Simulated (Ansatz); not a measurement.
# CsPbCl3 (P1) in Ansatz: convergence with k mesh

Aim: find how far k mesh must go before the results for CsPbCl3 settle, at PBE. This setting moves, with any that are tied to it; all else stays.

Program: Ansatz 0.2.0. These are calculated values, not measurements. Logs are shortened: lines on timing, memory, paths and dates and some standing lists are left out, and cuts for length are marked.

### 1 The cell of the first run

The typed cell holds 5 atoms: a = 5.605 Å, b = 5.605 Å, c = 5.605 Å, α = 90.00°, β = 90.00°, γ = 90.00°.

The cell isn't the ideal one: atoms moved at random, drawn with an rms of 0.05 Å.

### 2 With k mesh 2 × 2 × 2

input.yaml reads:

```yaml
crystal:
  lattice:
    - [5.605, 0.0, 0.0]
    - [0.0, 5.605, 0.0]
    - [0.0, 0.0, 5.605]
  atoms:
    - { symbol: Pb, position: [0.493792, 0.498673, 0.500072] }
    - { symbol: Cs, position: [-0.006917, 0.00081, 0.000927] }
    - { symbol: Cl, position: [0.497189, 0.003221, 0.505603] }
    - { symbol: Cl, position: [-0.00312, 0.5006, 0.50076] }
    - { symbol: Cl, position: [0.501411, 0.503334, 0.002659] }
hamiltonian:
  xc: pbe
  pseudopotentials: { kind: paw }
kpoints:
  mp_grid: { grid: [2, 2, 2] }
scf:
  occupations: { method: methfessel_paxton, width: 0.05 }
output:
  forces: true
  stress: true
  eigenvalues: true
```

Potentials or basis: Ansatz PAW.

Launch:

```sh
$ ansatz run input.yaml --threads 2 --pin off --max-ram 5632MiB --backend cpu --events-out ev --progress --plain --runs-dir out
```

It took 3.1 s on 2 threads of Intel Xeon at 2.50GHz (Skylake/Cascade Lake), shared host; peak memory 0.46 GiB.

What came out:

```yaml
Free_energy: -20822.7020 eV
Pressure: 3.1 GPa
Largest_force: 0.053 eV/Å
Band_gap_on_the_k_mesh: 1.88 eV, direct
```

### 3 With k mesh 3 × 3 × 3

input.yaml: that of step 2 with these lines changed.

```diff
@@ -15,3 +15,3 @@
 kpoints:
-  mp_grid: { grid: [2, 2, 2] }
+  mp_grid: { grid: [3, 3, 3] }
 scf:
```

Potentials or basis: Ansatz PAW.

Launch:

```sh
$ ansatz run input.yaml --threads 2 --pin off --max-ram 5632MiB --backend cpu --events-out ev --progress --plain --runs-dir out
```

Wall time 5.8 s (2 threads of Intel Xeon at 2.50GHz (Skylake/Cascade Lake), shared host); peak memory 0.42 GiB.

Results:

| Item | Value |
| --- | --- |
| Free energy | -20823.3697 eV |
| Pressure | 1.5 GPa |
| Largest force | 0.110 eV/Å |
| Band gap on the k mesh | 4.23 eV, direct |

### 4 With k mesh 4 × 4 × 4

input.yaml: that of step 3 with these lines changed.

```diff
@@ -15,3 +15,3 @@
 kpoints:
-  mp_grid: { grid: [3, 3, 3] }
+  mp_grid: { grid: [4, 4, 4] }
 scf:
```

Launch:

```sh
$ ansatz run input.yaml --threads 2 --pin off --max-ram 5632MiB --backend cpu --events-out ev --progress --plain --runs-dir out
```

Run time: 14 s. Hardware: 2 threads of Intel Xeon at 2.50GHz (Skylake/Cascade Lake), shared host; peak memory 0.48 GiB.

Results:

```
Free energy            : -20823.2531 eV
Pressure               : 1.9 GPa
Largest force          : 0.088 eV/Å
Band gap on the k mesh : 1.93 eV, direct
```

### 5 With k mesh 5 × 5 × 5

input.yaml: that of step 4 with these lines changed.

```diff
@@ -15,3 +15,3 @@
 kpoints:
-  mp_grid: { grid: [4, 4, 4] }
+  mp_grid: { grid: [5, 5, 5] }
 scf:
```

Launch:

```sh
$ ansatz run input.yaml --threads 2 --pin off --max-ram 5632MiB --backend cpu --events-out ev --progress --plain --runs-dir out
```

Run time: 24 s. Hardware: 2 threads of Intel Xeon at 2.50GHz (Skylake/Cascade Lake), shared host; peak memory 0.56 GiB.

Results (log left out):

```yaml
Free_energy: -20823.2821 eV
Pressure: 1.7 GPa
Largest_force: 0.096 eV/Å
Band_gap_on_the_k_mesh: 2.93 eV, direct
```

### 6 With k mesh 6 × 6 × 6

input.yaml: that of step 5 with these lines changed.

```diff
@@ -15,3 +15,3 @@
 kpoints:
-  mp_grid: { grid: [5, 5, 5] }
+  mp_grid: { grid: [6, 6, 6] }
 scf:
```

Potentials or basis: Ansatz PAW.

Launch:

```sh
$ ansatz run input.yaml --threads 2 --pin off --max-ram 5632MiB --backend cpu --events-out ev --progress --plain --runs-dir out
```

It took 36 s on 2 threads of Intel Xeon at 2.50GHz (Skylake/Cascade Lake), shared host; peak memory 0.7 GiB.

Results (log left out):

| Quantity | Value |
| --- | --- |
| Free energy | -20823.2745 eV |
| Pressure | 1.8 GPa |
| Largest force | 0.093 eV/Å |
| Band gap on the k mesh | 1.93 eV, direct |

### 7 With k mesh 7 × 7 × 7

input.yaml: that of step 6 with these lines changed.

```diff
@@ -15,3 +15,3 @@
 kpoints:
-  mp_grid: { grid: [6, 6, 6] }
+  mp_grid: { grid: [7, 7, 7] }
 scf:
```

Launch:

```sh
$ ansatz run input.yaml --threads 2 --pin off --max-ram 5632MiB --backend cpu --events-out ev --progress --plain --runs-dir out
```

It took 61 s on 2 threads of Intel Xeon at 2.50GHz (Skylake/Cascade Lake), shared host; peak memory 0.88 GiB.

It converged, with:

* Free energy: -20823.2767 eV
* Pressure: 1.8 GPa
* Largest force: 0.094 eV/Å
* Band gap on the k mesh: 2.48 eV, direct

### 8 With k mesh 8 × 8 × 8

input.yaml: that of step 7 with these lines changed.

```diff
@@ -15,3 +15,3 @@
 kpoints:
-  mp_grid: { grid: [7, 7, 7] }
+  mp_grid: { grid: [8, 8, 8] }
 scf:
```

Potentials or basis: Ansatz PAW.

Launch:

```sh
$ ansatz run input.yaml --threads 2 --pin off --max-ram 5632MiB --backend cpu --events-out ev --progress --plain --runs-dir out
```

Log:

```text
Warning: RAYON_NUM_THREADS=2 ignored (pool sized by the plan → 2); use --threads N
Engine: ansatz 0.2.0, x86_64-unknown-linux-gnu
Pseudopotentials: kind: paw
Pseudopotential: Pb, paw, valence charge 14, recommended cutoff 420 eV (normal), Pb.paw.azcp
Pseudopotential: Cs, paw, valence charge 9, recommended cutoff 420 eV (normal), Cs.paw.azcp
Pseudopotential: Cl, paw, valence charge 7, recommended cutoff 420 eV (normal), Cl.paw.azcp
Functional definition: PBE
  parameter kappa = 0.804
  parameter beta = 0.06672455060314922
  exchange = pbe_x(kappa = kappa, mu = beta*pi^2/3)
  correlation = pbe_c(beta = beta)
Crystal: 5 atoms, lattice volume = 176.087 Å³
Basis set: ecut = 420 eV, 3407 PW (Γ), exchange–correlation on 80×80×80 points (8 copies of the dense FFT grid, shifted against one another)
Bands: 27, of which v1, the nominal top of the filled ones, is band 22 counted from 1 (21 counted from 0)
Symmetry: 1 space group operations
Space group: P1 (ITA 1), of the structure as read, at distance tolerance 5.6e-5 Å
k-points: 260 of 512 (time reversal used)
Non-local potential: Pb, projectors of the file, l = 0: 2, l = 1: 2, l = 2: 2, l = 3: 2
Non-local potential: Cs, projectors of the file, l = 0: 3, l = 1: 2, l = 2: 2, l = 3: 2
Non-local potential: Cl, projectors of the file, l = 0: 2, l = 1: 2, l = 2: 2
PAW form: soft (Blöchl's): semilocal exchange-correlation on the pseudo side does not see the compensation charge
PAW one-centre angular grid: Pb, 590 points (default); XC on 64 Gauss nodes
PAW one-centre angular grid: Cs, 194 points (default); XC on 64 Gauss nodes
PAW one-centre angular grid: Cl, 110 points (default); XC on 64 Gauss nodes
Initial density: superposition of atomic densities (neutral atoms: chi_scale 0, normalization atom), corrected by the library's trained network
Initial wavefunctions: pseudopotential atomic-orbital guess
Functional: x = pbe(κ = 0.804, μ = 0.2195149727645171), c = pbe(β = 0.06672455060314922)
SCF iter   1: F=—  HF=-20823.276853 eV  |F-HF|=—  |Δ(HF+E_count)|=         —  Δρ=4.54e-4  dr2=2.48e-4  ethr=1.77e-3  ⟨swp⟩=7.3  Hψ=36372  notcnv=0
preconditioner: auto → Resta (q_TF=auto, 2.165 Å⁻¹)  ε∞=2.9  [insulator: Δε(μ)=1.939 eV  Ē_g=13.251 eV  σ=0.050 eV  W_gap=1.00  n_scr=26 (ndim 8)  ℏωp=18.1 eV  f_vac=0.062  D(μ)=-0.00/eV (n_scr^D=0)  ε∞_Penn≈2.9]
SCF iter   2: F=—  HF=-20823.275984 eV  |F-HF|=—  |Δ(HF+E_count)|=   8.70e-4  S|Δr|=    0.00e0  Δρ=2.09e-4  dr2=5.68e-5  ethr=5.64e-7  ⟨swp⟩=3.0  Hψ=16978  notcnv=0  defer=24
SCF iter   3: F=—  HF=-20823.276011 eV  |F-HF|=—  |Δ(HF+E_count)|=   2.73e-5  S|Δr|=    0.00e0  Δρ=9.49e-5  dr2=8.14e-6  ethr=1.29e-7  ⟨swp⟩=2.0  Hψ=12138  notcnv=0  defer=24
SCF iter   4: F=—  HF=-20823.276035 eV  |F-HF|=—  |Δ(HF+E_count)|=   2.41e-5  S|Δr|=    0.00e0  Δρ=3.04e-5  dr2=1.00e-6  ethr=1.85e-8  ⟨swp⟩=2.0  Hψ=12208  notcnv=0  defer=24
SCF iter   5: F=—  HF=-20823.276039 eV  |F-HF|=—  |Δ(HF+E_count)|=   3.65e-6  S|Δr|=    0.00e0  Δρ=7.92e-6  dr2=1.13e-7  ethr=2.27e-9  ⟨swp⟩=2.0  Hψ=10970  notcnv=0  defer=24
SCF iter   6: F=-20823.276039 eV  HF=-20823.276039 eV  |F-HF|=3.78e-10  |Δ(HF+E_count)|=   9.77e-8  S|Δr|=    0.00e0  Δρ=1.98e-6  dr2=8.77e-9  ethr=2.27e-10  ⟨swp⟩=9.0  Hψ=33447  notcnv=0
SCF 1 converged in 6 iterations: F = -20823.276039 eV  dr2 = 8.77e-9
SCF converged after 6 iterations
Stability not checked: this state was not tested for a lower state beside it, because cold or Methfessel-Paxton smearing, or corrected tetrahedra, fill the levels in a way that the test cannot read (fill_not_monotonic; see scf.lower_state_search)
Free energy (F): -20823.276039 eV
Harris-Foulkes:  -20823.276039 eV  (|F-HF|=3.78e-10)
Internal energy: -20823.276039 eV  (E = F + TS)
E sigma→0 (E₀):  -20823.276039 eV
Fermi energy:    5.085908 eV
Step filling:    the computed levels leave a gap of 1.9344 eV = 38.7 smearing widths at the electron count; against every level under it full and every level over it empty, smearing changes F+E_penalty+E_count by +1.88e-164 meV and its σ→0 estimate by -3.50e-162 meV
--- Per-component energies (eV) ---
  E_band       = -234.067423
  E_kinetic    = 913.556585
  E_local      = -2668.361644  (includes V_loc(G=0)·N_el)
  E_nonlocal   = 465.772901
  E_hartree    = 1011.151295
  E_xc         = -718.515668
  E_vxc        = -627.177106  (∫ρ·V_xc dr)
  E_paw        = -17446.749592  (= ΣΔE_a)
  E_vpaw       = -340.156168  (= ΣTr[D̂ρ^β])
  E_aug_tail   = 0.000317  (compensation charges beyond the density's cutoff)
  E_ewald      = -2380.130233
  E_smearing   = 0.000000  (= −TS)
  E_closure    = 0.000000  (closes the sum)
  Σ components = -20823.276039   (vs F -20823.276039, Δ=0.00e0)
--- Forces (eV/Å), atoms counted from 1 ---
  atom   1  Pb     0.04771021     0.06982405     0.04035994
  atom   2  Cs    -0.00125741    -0.00272382    -0.00191571
  atom   3  Cl    -0.00215664    -0.06615400    -0.00200146
  atom   4  Cl    -0.04089812    -0.00006823    -0.00064669
  atom   5  Cl    -0.00340116    -0.00087996    -0.03579754
  max |Σ_I F_I| component: 3.13e-6 eV/Å
--- Stress (GPa, compression-positive) ---
        1.774923       0.000602       0.001055
        0.000602       1.776383      -0.000603
        0.001055      -0.000603       1.764401
  P = ⅓ Tr σ = 1.7719 GPa (17.719 kbar)
--- Band table (eV; the first three rows and the last of 260) ---
  k-point 0: bands = ["-17.2482", "-12.7087", "-12.7079", "-12.4610", "-12.4608", "-12.4607", "-11.0643", "-10.1879", "-10.1872", "-4.0539", "-4.0537", "-4.0537", "-2.4976", "-0.5664", "-0.5650", "-0.5603", "1.4646", "1.4649", "1.4653", "1.5720", "1.5725", "1.5730", "7.4551", "8.3908", "8.3913", "9.2918", "9.2982"]
  k-point 1: bands = ["-17.2478", "-12.7086", "-12.6930", "-12.4612", "-12.4610", "-12.4608", "-11.0457", "-10.2324", "-10.1873", "-4.0515", "-4.0507", "-4.0505", "-2.7246", "-0.5566", "-0.5554", "-0.1950", "1.4441", "1.4509", "1.4535", "1.5557", "1.5566", "1.5743", "7.6050", "8.4966", "8.5024", "9.3379", "9.3493"]
  k-point 2: bands = ["-17.2470", "-12.7085", "-12.6563", "-12.4617", "-12.4616", "-12.4608", "-10.9875", "-10.3550", "-10.1866", "-4.0460", "-4.0430", "-4.0429", "-3.1013", "-0.5306", "-0.5294", "0.4740", "1.4000", "1.4161", "1.4217", "1.5175", "1.5179", "1.6745", "7.9594", "8.7362", "8.7959", "8.9399", "9.4335"]
  k-point 259: bands = ["-17.2425", "-12.5305", "-12.5298", "-12.4642", "-12.4639", "-12.4638", "-10.6367", "-10.6353", "-10.6344", "-4.9244", "-4.1078", "-4.1077", "-4.1075", "0.8981", "0.8986", "0.8992", "1.3496", "1.3512", "1.8913", "1.8914", "1.8924", "4.1188", "6.0532", "6.0560", "6.0565", "9.2127", "9.6637"]
```

Run time: 96 s. Hardware: 2 threads of Intel Xeon at 2.50GHz (Skylake/Cascade Lake), shared host; peak memory 1.1 GiB.

What came out:

* Free energy: -20823.2760 eV
* Pressure: 1.8 GPa
* Largest force: 0.094 eV/Å
* Band gap on the k mesh: 1.93 eV, direct

### 9 Result

```csv
k mesh,"energy less the tightest run, at zero smearing (meV/atom)",pressure (GPa),largest force (eV/Å),gap on the mesh (eV),SCF cycles,CPU time (s),peak memory (GiB)
2 × 2 × 2,114.81,3.10,0.053,1.876,7,5.5,0.46
3 × 3 × 3,-18.73,1.50,0.110,4.233,6,11,0.42
4 × 4 × 4,4.59,1.87,0.088,1.930,5,26,0.48
5 × 5 × 5,-1.22,1.74,0.096,2.931,6,47,0.56
6 × 6 × 6,0.31,1.78,0.093,1.934,5,71,0.7
7 × 7 × 7,-0.14,1.77,0.094,2.480,6,120,0.88
8 × 8 × 8,0.00,1.77,0.094,1.934,6,190,1.1
```

Against the tightest run, the energy stays within 1 meV/atom from 6 × 6 × 6 on; the pressure stays within 0.1 GPa from 4 × 4 × 4 on; the largest force stays within 0.005 eV/Å from 5 × 5 × 5 on. Not settled before the last step: the gap on the mesh (to 0.01 eV). Meshes of other sizes hit other points, so gaps and Fermi surfaces needn't settle smoothly. The tightest run that finished is the yardstick and may itself not be fully converged.

Caveats: spin-orbit coupling is left out, which as a rule narrows the gap of such compounds by several tenths of an eV.
